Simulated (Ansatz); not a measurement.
MnO:

```
CELL_PARAMETERS angstrom
2.67239 0.00000 0.00000
0.00000 2.67239 0.00000
0.00000 0.00000 2.67239
ATOMIC_POSITIONS crystal
Mn 0.00000 0.00000 0.00000
O 0.50000 0.50000 0.50000
```

Measurements of this composition are mostly on another form, of space group No. 225.

Program: Ansatz 0.2.0. Alike in all runs: task single point; potentials or basis Ansatz PAW; spin collinear, ferromagnetic start; cell as given; k mesh 5 × 5 × 5; smearing fermi-dirac 0.05 eV; the mesh is coarse, so values aren't converged.

**Question.** Order these runs on this cell by their band gap on the k mesh, lowest first.
A. level r2SCANh; cutoff (eV) 500
B. level HF; cutoff (eV) 420
C. level r2SCAN50; cutoff (eV) 500

**Answer.** A (1.80 eV), C (5.87 eV), B (11.61 eV).

Caveats: all runs use coarse meshes; the magnetic or orbital state may not be the lowest; odd divisions of the mesh miss points on the zone boundary, where band edges often lie, so the gap on the mesh can be too wide; a cell with one magnetic atom can't hold antiferromagnetic order, which such compounds often take.

A k mesh can miss the band edges.
